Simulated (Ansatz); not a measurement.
# InN with two functionals, biaxial strain −1.12 %, plane normal [001], relaxed out of plane

Base system: InN in the wurtzite structure (space group P6_3mc, No. 186; a = 3.581 Å, c = 5.788 Å). Axes: x lies along a and z along c of the hexagonal cell.

(Cell as relaxed with PBE.)

Levels (all Ansatz, an electronic-structure program, PAW, earlier PAW set): PBE (420 eV, spin-orbit coupling left out); PBEsol (420 eV, no SOC).

Each level relaxes its own structure.

```json
[
 {"base": "volume per atom", "PBE": "16.07 Å³", "PBEsol": "15.48 Å³"},
 {"base": "lattice parameter a", "PBE": "3.581 Å", "PBEsol": "3.537 Å"},
 {"base": "band gap", "PBE": "zero", "PBEsol": "zero"}
]
```

It is then changed as follows: compressive biaxial strain of 1.12 % in the plane normal to [001], as in epitaxy on a mismatched substrate; the out-of-plane cell vector and the atoms relax.

```json
[
 {"quantity": "shortest interatomic distance", "PBE": "2.171 Å", "PBEsol": "[?]"},
 {"quantity": "pressure (mean of the normal stresses, compression positive)", "PBE": "1.8 GPa", "PBEsol": "[?]"},
 {"quantity": "band gap", "PBE": "zero", "PBEsol": "[?]"}
]
```

Task: Predict the PBEsol column.

Result: 
- shortest interatomic distance, PBEsol: 2.145 Å
- pressure (mean of the normal stresses, compression positive), PBEsol: 1.9 GPa
- band gap, PBEsol: zero

PBE's shortest interatomic distance lies 0.026 Å above PBEsol's (1.2 %); the two agree on the band gap. Neither level is exact; PBEsol is the comparison here, not a measurement.

A case with no gap was solved on a k-mesh chosen for an insulator, which is coarse for it. Whether these cells are dynamically stable was not tested. The final runs are not spin-polarised. A zero or small gap of InN can be the functional's error rather than a property of the material.
